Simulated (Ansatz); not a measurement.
Run on Os (fcc type): DFT, PBE, all-electron LAPW, non-relativistic (Ansatz 0.2.0). This run: fcc relaxed.

The cell comes from a relaxation on PAW files under the same functional, begun from a prototype that needn't be the stable phase.

Command: `ansatz run input.yaml --threads 1 --pin off --max-ram 3072MiB --backend cpu --events-out ev --progress --plain --runs-dir out` It took 2.2 min on 1 thread of Arm Neoverse V1, with other jobs on the host, peak memory 0.51 GiB.

```yaml
crystal:
  lattice:
    - [0.0, 1.9279312762, 1.9279312762]
    - [1.9279312762, 0.0, 1.9279312762]
    - [1.9279312762, 1.9279312762, 0.0]
  atoms:
    - { symbol: Os, position: [0.0, 0.0, 0.0] }
kpoints:
  mp_grid: { grid: [18, 18, 18] }
scf:
  occupations: { method: fermi_dirac, width: 0.05 }
hamiltonian:
  xc: pbe
  pseudopotentials:
    kind: all_electron
    lapw: { basis_error: 0.0005 }
    relativity: none
output:
  forces: true
  stress: true
  eigenvalues: true
  populations: true
relax:
  f_tol: 0.005
  max_steps: 25
  cell: {}
```

Output:

```
The last accepted step is kept in <dir> (removed where the run ends without a failure and the disk answers)
Os: projections on atomic orbitals take those of the free atom 1s2 2s2 2p6 3s2 3p6 3d10 4s2 4p6 4d10 4f14 5s2 5p6 5d6 6s2, of charge +0.00 (hamiltonian.pseudopotentials.projection_atoms)
LAPW: plane waves up to 9.218 Å⁻¹, error target 5.0e-4 eV per atom; Os in spheres of 1.322 Å, 46 of its electrons in bands, Dirac shells [] (how accurate: hamiltonian.pseudopotentials.lapw.basis_error, Limitations)
Engine: ansatz 0.2.0
Pseudopotentials: kind: all_electron
Pseudopotential: Os, LAPW, valence charge 46, lapw/all_electron/none/Os, Schrödinger's equation, point nucleus
Functional definition: PBE
  parameter kappa = 0.804
  parameter beta = 0.06672455060314922
  exchange = pbe_x(kappa = kappa, mu = beta*pi^2/3)
  correlation = pbe_c(beta = beta)
Crystal: 1 atoms, lattice volume = 14.332 Å³
Basis set: ecut = 323.7259109945958 eV, 169 PW (Γ), exchange–correlation at level 2
Bands: 28, of which v1, the nominal top of the filled ones, is band 23 counted from 1 (22 counted from 0)
Symmetry: 48 space group operations
Space group: Fm-3m (ITA 225), of the structure as read, at distance tolerance 2.4e-5 Å
k-points: 195 of 5832
Non-local potential: Os, projectors of the file, none
Initial density: superposition of atomic densities (chi_scale 0.1, normalization cell)
Initial wavefunctions: plane waves of lowest kinetic energy (no species holds an atomic orbital)
Functional: x = pbe(κ = 0.804, μ = 0.2195149727645171), c = pbe(β = 0.06672455060314922)
iter 1 solved again at ethr=4.40e-5 eV; its pass at ethr=1.00e-1 eV (dr2=2.02e-2 eV) is discarded
SCF iter   1: F=—  HF=-443400.654714 eV  |F-HF|=—  |Δ(HF+E_count)|=         —  Δρ=1.78e-2  dr2=2.04e-2  ethr=4.40e-5  ⟨swp⟩=3.2  Hψ=34645  notcnv=0
preconditioner: auto → Kerker (q_TF=auto, 3.314 Å⁻¹)  [metal: Δε(μ)=0.024 eV  Ē_g=14.085 eV  σ=0.050 eV  W_gap=0.12  n_scr=14 (ndim 8)  ℏωp=27.7 eV  f_vac=0.000  D(μ)=0.73/eV (n_scr^D=8)]
SCF iter   2: F=—  HF=-443400.578176 eV  |F-HF|=—  |Δ(HF+E_count)|=   7.65e-2  Δρ=6.97e-3  dr2=4.55e-3  ethr=4.40e-5  ⟨swp⟩=2.3  Hψ=16821  notcnv=0
SCF iter   3: F=—  HF=-443400.575160 eV  |F-HF|=—  |Δ(HF+E_count)|=   3.02e-3  Δρ=5.37e-3  dr2=2.79e-3  ethr=9.90e-6  ⟨swp⟩=2.0  Hψ=15838  notcnv=0
SCF iter   4: F=—  HF=-443400.575227 eV  |F-HF|=—  |Δ(HF+E_count)|=   6.73e-5  Δρ=3.33e-3  dr2=1.18e-3  ethr=6.06e-6  ⟨swp⟩=2.0  Hψ=15838  notcnv=0
iter 5 solved again at ethr=1.41e-7 eV; its pass at ethr=2.56e-6 eV (dr2=6.48e-5 eV) is discarded
SCF iter   5: F=—  HF=-443400.575228 eV  |F-HF|=—  |Δ(HF+E_count)|=   4.22e-7  Δρ=7.28e-4  dr2=6.46e-5  ethr=1.41e-7  ⟨swp⟩=2.0  Hψ=26996  notcnv=0
SCF iter   6: F=—  HF=-443400.575225 eV  |F-HF|=—  |Δ(HF+E_count)|=   2.86e-6  Δρ=1.04e-4  dr2=1.16e-6  ethr=1.40e-7  ⟨swp⟩=2.0  Hψ=15838  notcnv=0
SCF iter   7: F=-443400.575225 eV  HF=-443400.575225 eV  |F-HF|=3.61e-9  |Δ(HF+E_count)|=   9.20e-9  Δρ=2.10e-5  dr2=6.44e-8  ethr=2.51e-9  ⟨swp⟩=2.0  Hψ=15838  notcnv=0
SCF 1 converged in 7 iterations: F = -443400.575225 eV  dr2 = 6.44e-8
relax step   1: F+E_penalty+E_count = -443400.57522472 eV  Δ(F+E_penalty+E_count) = +0.000e0 eV  max|allowed force component| = 0.000e0 eV/Å  Δτ_max = 0.0000 Å  P = +32.253 GPa  Ω = 14.332 Å³  (7 SCF iters, accepted)
Crystal: 1 atoms, lattice volume = 16.589 Å³
Basis set: ecut = 293.652650015634 eV, 169 PW (Γ), exchange–correlation at level 2
Initial density: handed on by an earlier stage of this run
Initial wavefunctions: those handed on with the density
iter 1 solved again at ethr=6.88e-7 eV; its pass at ethr=1.00e-1 eV (dr2=3.16e-4 eV) is discarded
SCF iter   1: F=—  HF=-443400.660744 eV  |F-HF|=—  |Δ(HF+E_count)|=         —  Δρ=1.83e-3  dr2=3.00e-4  ethr=6.88e-7  ⟨swp⟩=4.8  Hψ=30989  notcnv=0
preconditioner: auto → Kerker (q_TF=auto, 3.234 Å⁻¹)  [metal: Δε(μ)=0.040 eV  Ē_g=12.487 eV  σ=0.050 eV  W_gap=0.20  n_scr=14 (ndim 8)  ℏωp=25.8 eV  f_vac=0.000  D(μ)=1.03/eV (n_scr^D=14)]
SCF iter   2: F=—  HF=-443400.660113 eV  |F-HF|=—  |Δ(HF+E_count)|=   6.32e-4  Δρ=6.44e-4  dr2=4.78e-5  ethr=6.53e-7  ⟨swp⟩=2.1  Hψ=15874  notcnv=0
SCF iter   3: F=—  HF=-443400.660085 eV  |F-HF|=—  |Δ(HF+E_count)|=   2.74e-5  Δρ=5.07e-4  dr2=3.27e-5  ethr=1.04e-7  ⟨swp⟩=2.0  Hψ=15850  notcnv=0
SCF iter   4: F=—  HF=-443400.660080 eV  |F-HF|=—  |Δ(HF+E_count)|=   5.28e-6  Δρ=2.57e-4  dr2=1.03e-5  ethr=7.10e-8  ⟨swp⟩=2.0  Hψ=15850  notcnv=0
SCF iter   5: F=—  HF=-443400.660081 eV  |F-HF|=—  |Δ(HF+E_count)|=   9.36e-7  Δρ=1.12e-4  dr2=2.22e-6  ethr=2.25e-8  ⟨swp⟩=2.0  Hψ=15850  notcnv=0
iter 6 solved again at ethr=1.02e-10 eV; its pass at ethr=4.83e-9 eV (dr2=4.67e-8 eV) is discarded
SCF iter   6: F=-443400.660081 eV  HF=-443400.660081 eV  |F-HF|=6.40e-9  |Δ(HF+E_count)|=   4.23e-7  Δρ=1.98e-5  dr2=4.67e-8  ethr=1.02e-10  ⟨swp⟩=2.0  Hψ=27020  notcnv=0
SCF 2 converged in 6 iterations: F = -443400.660081 eV  dr2 = 4.67e-8
relax step   2: F+E_penalty+E_count = -443400.66008125 eV  Δ(F+E_penalty+E_count) = -8.486e-2 eV  max|allowed force component| = 0.000e0 eV/Å  Δτ_max = 0.0000 Å  P = -13.728 GPa  Ω = 16.589 Å³  (6 SCF iters, accepted)
Crystal: 1 atoms, lattice volume = 15.844 Å³
Basis set: ecut = 302.7848271912884 eV, 169 PW (Γ), exchange–correlation at level 2
iter 1 solved again at ethr=1.15e-7 eV; its pass at ethr=1.00e-1 eV (dr2=5.28e-5 eV) is discarded
SCF iter   1: F=—  HF=-443400.699519 eV  |F-HF|=—  |Δ(HF+E_count)|=         —  Δρ=7.78e-4  dr2=5.09e-5  ethr=1.15e-7  ⟨swp⟩=4.9  Hψ=30717  notcnv=0
[... lines left out ...]
preconditioner: auto → Kerker (q_TF=auto, 3.264 Å⁻¹)  [metal: Δε(μ)=0.053 eV  Ē_g=13.080 eV  σ=0.050 eV  W_gap=0.26  n_scr=14 (ndim 8)  ℏωp=26.5 eV  f_vac=0.000  D(μ)=0.92/eV (n_scr^D=14)]
SCF iter   2: F=-443400.700632 eV  HF=-443400.700632 eV  |F-HF|=1.98e-9  |Δ(HF+E_count)|=   6.11e-9  Δρ=1.08e-5  dr2=1.15e-8  ethr=5.71e-11  ⟨swp⟩=2.0  Hψ=15844  notcnv=0
SCF 5 converged in 2 iterations: F = -443400.700632 eV  dr2 = 1.15e-8
relax step   5: F+E_penalty+E_count = -443400.70063168 eV  Δ(F+E_penalty+E_count) = -1.028e-6 eV  max|allowed force component| = 0.000e0 eV/Å  Δτ_max = 0.0000 Å  P = +0.001 GPa  Ω = 15.694 Å³  (2 SCF iters, accepted)
iter 1 solved again at ethr=2.23e-11 eV; its pass at ethr=1.00e-1 eV (dr2=1.03e-8 eV) is discarded
SCF iter   1: F=—  HF=-443400.700632 eV  |F-HF|=—  |Δ(HF+E_count)|=         —  Δρ=1.05e-5  dr2=9.11e-9  ethr=2.23e-11  ⟨swp⟩=6.9  Hψ=41906  notcnv=0  trunc=83  reapply=236
SCF iter   2: F=-443400.700632 eV  HF=-443400.700632 eV  |F-HF|=2.10e-9  |Δ(HF+E_count)|=   1.80e-9  Δρ=6.89e-6  dr2=4.58e-9  ethr=1.98e-11  ⟨swp⟩=2.0  Hψ=15844  notcnv=0
SCF 6 converged in 2 iterations: F = -443400.700632 eV  dr2 = 4.58e-9
relax step   6: F+E_penalty+E_count = -443400.70063160 eV  Δ(F+E_penalty+E_count) = +8.405e-8 eV  max|allowed force component| = 0.000e0 eV/Å  Δτ_max = 0.0000 Å  P = +0.001 GPa  Ω = 15.694 Å³  stress off target by 1.39e-3 GPa  SCF on the basis re-selected at this cell (its energy is not comparable with the rows above)  (2 SCF iters)
basis re-selected at this cell: Δ(F+E_penalty+E_count) = +8.405e-8 eV, ΔP = -0.000 GPa vs the last step (what re-selecting the basis moved, after the strain that the cell walked since its last selection, with what the two solves' SCF thresholds leave and, on support functions, any second-order correction that the steps lacked; it is no measure of the basis error at this ecutwfc). This SCF's stress stands 1.39e-3 GPa from its target on what of the cell is left free (relax.cell.stress_tol is 5.00e-2 GPa) and its largest allowed force component is 0.00e0 eV/Å (relax.f_tol is 5.00e-3 eV/Å): within both
SCF converged after 2 iterations
Free energy (F): -443400.700632 eV
Harris-Foulkes:  -443400.700632 eV  (|F-HF|=2.10e-9)
Internal energy: -443400.692743 eV  (E = F + TS)
E sigma→0 (E₀):  -443400.696687 eV
Entropy (-TS):   -0.007889 eV (-7.889 meV/atom)
Fermi energy:    28.545027 eV
--- Per-component energies (eV) ---
  E_band       = -5157.787613
  E_kinetic    = 443286.535023
  E_xc         = -8730.119755
  E_electrostatic = -877957.108011  (all electrons and nuclei)
  E_smearing   = -0.007889  (= −TS)
  E_closure    = 0.000000  (closes the sum)
  E_atoms      = -443389.416604  (free atoms, spherical and without spin; not in F)
  Σ components = -443400.700632   (vs F -443400.700632, Δ=0.00e0)
  Basis errors (estimates in eV, not in F): energy 1.0e-4 per atom: plane waves 9.2e-5 (4.9e-5 summed), levels above the bands 1.6e-160, relativity 0.0e0, radial functions 1.1e-5, core shells 9.8e-8; eigenvalues (radial functions only) 4.6e-7; not estimated: angular momenta, meshes, grids; target (lapw.basis_error) 5.0e-4; muffin-tin radii Os 1.363 Å
--- Forces (eV/Å), atoms counted from 1 ---
  atom   1  Os    -0.00000000    -0.00000000    -0.00000000
  max |Σ_I F_I| component: 6.57e-31 eV/Å
--- Stress (GPa, compression-positive) ---
        0.001388      -0.000000      -0.000000
       -0.000000       0.001388      -0.000000
       -0.000000      -0.000000       0.001388
  P = ⅓ Tr σ = 0.0014 GPa (0.014 kbar)
--- Band table (eV; the first three rows and the last of 195) ---
  k-point 0: bands = ["-403.5125", "-403.5125", "-403.5125", "-241.2533", "-241.2533", "-241.2533", "-241.2405", "-241.2405", "-38.8597", "-27.0792", "-27.0624", "-27.0624", "-27.0624", "-27.0611", "-27.0611", "-27.0611", "-11.6535", "-11.6535", "-11.6535", "21.7276", "25.9322", "25.9322", "25.9322", "28.4151", "28.4151", "42.1608", "47.4589", "47.4589"]
  k-point 1: bands = ["-403.5125", "-403.5125", "-403.5125", "-241.2533", "-241.2533", "-241.2533", "-241.2405", "-241.2405", "-38.8543", "-27.0790", "-27.0626", "-27.0626", "-27.0624", "-27.0611", "-27.0610", "-27.0610", "-11.6855", "-11.6578", "-11.6578", "21.8481", "25.8660", "25.9886", "25.9886", "28.3779", "28.3779", "42.3850", "46.8875", "47.6747"]
  k-point 2: bands = ["-403.5125", "-403.5125", "-403.5125", "-241.2533", "-241.2533", "-241.2533", "-241.2405", "-241.2405", "-38.8385", "-27.0787", "-27.0632", "-27.0632", "-27.0624", "-27.0612", "-27.0607", "-27.0607", "-11.7769", "-11.6700", "-11.6700", "22.1872", "25.7058", "26.1360", "26.1360", "28.2967", "28.2967", "43.0010", "45.7217", "48.3048"]
  k-point 194: bands = ["-403.5125", "-403.5125", "-403.5125", "-241.2533", "-241.2533", "-241.2533", "-241.2405", "-241.2405", "-38.6146", "-27.0739", "-27.0689", "-27.0684", "-27.0671", "-27.0588", "-27.0587", "-27.0585", "-12.3732", "-12.2719", "-12.0376", "23.7198", "24.6836", "25.7378", "28.1655", "30.9276", "38.1776", "39.4107", "40.3705", "42.2390"]
--- Relaxed structure (5 steps of the walk, 5 accepted, 1 SCFs on fresh bases) ---
  F+E_penalty+E_count = -443400.70063160 eV   max|allowed force component| = 0.000e0 eV/Å   (the final SCF, on the basis selected at the relaxed cell)
  cell:  # Å, volume = 15.6937 Å³
    - [8.479016580262942e-35, 1.987154156017431, 1.987154156017431]
    - [1.987154156017431, 1.5186598056896652e-34, 1.987154156017431]
    - [1.987154156017431, 1.987154156017431, 7.227068691970268e-34]
  atoms:
    - { symbol: Os, position: [0.0, 0.0, 0.0] }
--- Löwdin populations: 1 site ---
  site symbol       q [e]
     0     Os     75.8700
  spilling = 0.001711 (of n_electrons = 76.000000)
```

populations.tsv:

```
# site	symbol	l	j	q
# orbitals = lowdin
# n_electrons = 76.000000
# spilling = 0.001711
# projection_atom_Os: 1s2 2s2 2p6 3s2 3p6 3d10 4s2 4p6 4d10 4f14 5s2 5p6 5d6 6s2
0	Os	0_1S	-	2.000000
0	Os	0_2S	-	1.999983
0	Os	0_3S	-	1.999794
0	Os	0_4S	-	1.997895
0	Os	0_5S	-	1.968396
0	Os	0_6S	-	0.825174
0	Os	1_2P	-	6.000000
0	Os	1_3P	-	5.999999
0	Os	1_4P	-	5.999931
0	Os	1_5P	-	5.991755
0	Os	2_3D	-	10.000000
0	Os	2_4D	-	9.999979
0	Os	2_5D	-	7.087097
0	Os	3_4F	-	13.999970
```

Next run (bcc relaxed), as changes to the input before:

```diff
   lattice:
-    - [0.0, 1.9279312762, 1.9279312762]
-    - [1.9279312762, 0.0, 1.9279312762]
-    - [1.9279312762, 1.9279312762, 0.0]
+    - [-1.5459096616, 1.5459096616, 1.5459096616]
+    - [1.5459096616, -1.5459096616, 1.5459096616]
+    - [1.5459096616, 1.5459096616, -1.5459096616]
   atoms:
 kpoints:
-  mp_grid: { grid: [18, 18, 18] }
+  mp_grid: { grid: [19, 19, 19] }
 scf:
```

Results part of the output:

```
basis re-selected at this cell: Δ(F+E_penalty+E_count) = +2.277e-7 eV, ΔP = -0.000 GPa vs the last step (what re-selecting the basis moved, after the strain that the cell walked since its last selection, with what the two solves' SCF thresholds leave and, on support functions, any second-order correction that the steps lacked; it is no measure of the basis error at this ecutwfc). This SCF's stress stands 8.63e-4 GPa from its target on what of the cell is left free (relax.cell.stress_tol is 5.00e-2 GPa) and its largest allowed force component is 0.00e0 eV/Å (relax.f_tol is 5.00e-3 eV/Å): within both
SCF converged after 2 iterations
Free energy (F): -443400.165698 eV
Harris-Foulkes:  -443400.165698 eV  (|F-HF|=1.40e-9)
Internal energy: -443400.149428 eV  (E = F + TS)
E sigma→0 (E₀):  -443400.157563 eV
Entropy (-TS):   -0.016270 eV (-16.270 meV/atom)
Fermi energy:    27.833320 eV
--- Per-component energies (eV) ---
  E_band       = -5195.758295
  E_kinetic    = 443286.046509
  E_xc         = -8729.891350
  E_electrostatic = -877956.304587  (all electrons and nuclei)
  E_smearing   = -0.016270  (= −TS)
  E_closure    = 0.000000  (closes the sum)
  E_atoms      = -443389.416604  (free atoms, spherical and without spin; not in F)
  Σ components = -443400.165698   (vs F -443400.165698, Δ=0.00e0)
  Basis errors (estimates in eV, not in F): energy 1.3e-4 per atom: plane waves 1.1e-4 (5.6e-5 summed), levels above the bands 1.1e-157, relativity 0.0e0, radial functions 1.9e-5, core shells 1.8e-7; eigenvalues (radial functions only) 8.5e-7; not estimated: angular momenta, meshes, grids; target (lapw.basis_error) 5.0e-4; muffin-tin radii Os 1.338 Å
--- Forces (eV/Å), atoms counted from 1 ---
  atom   1  Os    -0.00000000     0.00000000     0.00000000
  max |Σ_I F_I| component: 4.27e-30 eV/Å
--- Stress (GPa, compression-positive) ---
       -0.000863      -0.000000       0.000000
       -0.000000      -0.000863       0.000000
        0.000000       0.000000      -0.000863
  P = ⅓ Tr σ = -0.0009 GPa (-0.009 kbar)
--- Band table (eV; the first three rows and the last of 220) ---
  k-point 0: bands = ["-404.3475", "-404.3475", "-404.3475", "-242.0922", "-242.0922", "-242.0769", "-242.0769", "-242.0769", "-39.6939", "-27.9044", "-27.9044", "-27.9044", "-27.9010", "-27.9010", "-27.9010", "-27.8817", "-12.5357", "-12.5357", "-12.5357", "20.9018", "24.9592", "24.9592", "24.9592", "27.7185", "27.7185", "43.3270", "43.3270", "43.3270"]
  k-point 1: bands = ["-404.3475", "-404.3475", "-404.3475", "-242.0922", "-242.0922", "-242.0769", "-242.0769", "-242.0769", "-39.6891", "-27.9045", "-27.9045", "-27.9045", "-27.9009", "-27.9009", "-27.9009", "-27.8819", "-12.5622", "-12.5444", "-12.5358", "21.0131", "24.9038", "24.9581", "25.0648", "27.6408", "27.7219", "43.4019", "43.5037", "43.5125"]
  k-point 2: bands = ["-404.3475", "-404.3475", "-404.3475", "-242.0922", "-242.0922", "-242.0769", "-242.0769", "-242.0769", "-39.6755", "-27.9049", "-27.9046", "-27.9045", "-27.9008", "-27.9006", "-27.9005", "-27.8824", "-12.6381", "-12.5695", "-12.5359", "21.3298", "24.7476", "24.9503", "25.3774", "27.4564", "27.7344", "43.5745", "43.9339", "44.0568"]
  k-point 219: bands = ["-404.3475", "-404.3475", "-404.3475", "-242.0922", "-242.0922", "-242.0769", "-242.0769", "-242.0769", "-39.3902", "-27.9078", "-27.9077", "-27.9077", "-27.8954", "-27.8954", "-27.8954", "-27.8942", "-13.2029", "-13.1986", "-13.1986", "21.7261", "21.7455", "29.5702", "29.5702", "29.6535", "36.4555", "36.8418", "36.8418", "47.0893"]
--- Relaxed structure (4 steps of the walk, 4 accepted, 1 SCFs on fresh bases) ---
  F+E_penalty+E_count = -443400.16569800 eV   max|allowed force component| = 0.000e0 eV/Å   (the final SCF, on the basis selected at the relaxed cell)
  cell:  # Å, volume = 16.1595 Å³
    - [-1.5926585409402807, 1.5926585409402807, 1.5926585409402807]
    - [1.5926585409402807, -1.5926585409402807, 1.5926585409402807]
    - [1.5926585409402807, 1.5926585409402807, -1.5926585409402807]
  atoms:
    - { symbol: Os, position: [0.0, 0.0, 0.0] }
--- Löwdin populations: 1 site ---
  site symbol       q [e]
     0     Os     75.8667
  spilling = 0.001754 (of n_electrons = 76.000000)
```

Next run (hcp relaxed), as changes to the input before:

```diff
   lattice:
-    - [-1.5459096616, 1.5459096616, 1.5459096616]
-    - [1.5459096616, -1.5459096616, 1.5459096616]
-    - [1.5459096616, 1.5459096616, -1.5459096616]
+    - [2.7554753047, 0.0, 0.0]
+    - [-1.3777376524, 2.3863116134, 0.0]
+    - [0.0, 0.0, 4.3424529262]
   atoms:
-    - { symbol: Os, position: [0.0, 0.0, 0.0] }
+    - { symbol: Os, position: [0.3333333333, 0.6666666667, 0.25] }
+    - { symbol: Os, position: [0.6666666667, 0.3333333333, 0.75] }
 kpoints:
-  mp_grid: { grid: [19, 19, 19] }
+  mp_grid: { grid: [17, 17, 9] }
 scf:
```

Command: `ansatz run input.yaml --threads 1 --pin off --max-ram 3072MiB --backend cpu --events-out ev --progress --plain --runs-dir out` It took 6.9 min on 1 thread of Arm Neoverse V1 (shared host), peak memory 0.91 GiB.

Results part of the output:

```
basis re-selected at this cell: Δ(F+E_penalty+E_count) = +2.913e-7 eV, ΔP = +0.000 GPa vs the last step (what re-selecting the basis moved, after the strain that the cell walked since its last selection, with what the two solves' SCF thresholds leave and, on support functions, any second-order correction that the steps lacked; it is no measure of the basis error at this ecutwfc). This SCF's stress stands 1.95e-3 GPa from its target on what of the cell is left free (relax.cell.stress_tol is 5.00e-2 GPa) and its largest allowed force component is 4.16e-17 eV/Å (relax.f_tol is 5.00e-3 eV/Å): within both
SCF converged after 2 iterations
Free energy (F): -886801.619736 eV
Harris-Foulkes:  -886801.619736 eV  (|F-HF|=2.10e-9)
Internal energy: -886801.603666 eV  (E = F + TS)
E sigma→0 (E₀):  -886801.611701 eV
Entropy (-TS):   -0.016071 eV (-8.035 meV/atom)
Fermi energy:    28.829673 eV
--- Per-component energies (eV) ---
  E_band       = -10305.924323
  E_kinetic    = 886573.298768
  E_xc         = -17460.308401
  E_electrostatic = -1755914.594032  (all electrons and nuclei)
  E_smearing   = -0.016071  (= −TS)
  E_closure    = 0.000000  (closes the sum)
  E_atoms      = -886778.833209  (free atoms, spherical and without spin; not in F)
  Σ components = -886801.619736   (vs F -886801.619736, Δ=0.00e0)
[... lines left out ...]
  k-point 1: bands = ["-403.4137", "-403.4137", "-403.4018", "-403.4018", "-403.4018", "-403.4018", "-241.1520", "-241.1520", "-241.1414", "-241.1414", "-241.1414", "-241.1414", "-241.1366", "-241.1366", "-241.1366", "-241.1366", "-38.7499", "-38.5477", "-26.9700", "-26.9659", "-26.9641", "-26.9641", "-26.9600", "-26.9600", "-26.9551", "-26.9549", "-26.9549", "-26.9548", "-26.9546", "-26.9546", "-26.9491", "-26.9487", "-12.5865", "-11.7202", "-11.7202", "-11.5601", "-11.5601", "-11.5391", "21.9706", "22.8653", "26.0415", "26.0415", "26.2708", "26.7329", "26.7329", "27.5154", "27.5154", "29.9101", "30.0246", "30.0246", "39.8419", "42.0678", "45.0599", "45.2456", "48.7465", "48.7465"]
  k-point 2: bands = ["-403.4137", "-403.4137", "-403.4018", "-403.4018", "-403.4018", "-403.4018", "-241.1520", "-241.1520", "-241.1414", "-241.1414", "-241.1414", "-241.1414", "-241.1366", "-241.1366", "-241.1366", "-241.1366", "-38.7315", "-38.5667", "-26.9696", "-26.9664", "-26.9640", "-26.9640", "-26.9608", "-26.9608", "-26.9551", "-26.9548", "-26.9546", "-26.9546", "-26.9542", "-26.9542", "-26.9490", "-26.9487", "-12.4933", "-11.7055", "-11.7055", "-11.6398", "-11.5750", "-11.5750", "22.3301", "23.0164", "25.9047", "25.9047", "26.1008", "26.5208", "26.5208", "27.9793", "27.9793", "28.8933", "30.0082", "30.0082", "41.2227", "41.7017", "44.1723", "46.4066", "47.8652", "47.8652"]
  k-point 164: bands = ["-403.4137", "-403.4137", "-403.4018", "-403.4018", "-403.4018", "-403.4018", "-241.1520", "-241.1520", "-241.1414", "-241.1414", "-241.1414", "-241.1414", "-241.1366", "-241.1366", "-241.1366", "-241.1366", "-38.5295", "-38.5270", "-26.9665", "-26.9664", "-26.9643", "-26.9637", "-26.9637", "-26.9632", "-26.9549", "-26.9549", "-26.9542", "-26.9538", "-26.9537", "-26.9535", "-26.9512", "-26.9512", "-12.3946", "-12.3860", "-12.1498", "-12.0898", "-11.7101", "-11.7000", "24.0283", "24.1386", "24.6979", "24.9515", "26.1229", "26.1900", "27.5251", "27.7706", "30.0306", "30.1305", "36.8180", "36.8416", "39.3714", "39.8592", "40.1994", "40.7239", "47.3970", "47.6940"]
--- Relaxed structure (5 steps of the walk, 5 accepted, 1 SCFs on fresh bases) ---
  F+E_penalty+E_count = -886801.61973633 eV   max|allowed force component| = 4.163e-17 eV/Å   (the final SCF, on the basis selected at the relaxed cell)
  cell:  # Å, volume = 31.2629 Å³
    - [2.839636891844122, 2.974923206727761e-11, 0.0]
    - [-1.4198184459478247, 2.45919768584562, 0.0]
    - [0.0, 0.0, 4.476855412088283]
  atoms:
    - { symbol: Os, position: [0.33333333333333337, 0.6666666666666667, 0.25] }
    - { symbol: Os, position: [0.6666666666666667, 0.33333333333333337, 0.75] }
--- Löwdin populations: 2 sites ---
  site symbol       q [e]
     0     Os     75.8696
     1     Os     75.8696
  spilling = 0.001716 (of n_electrons = 152.000000)
```
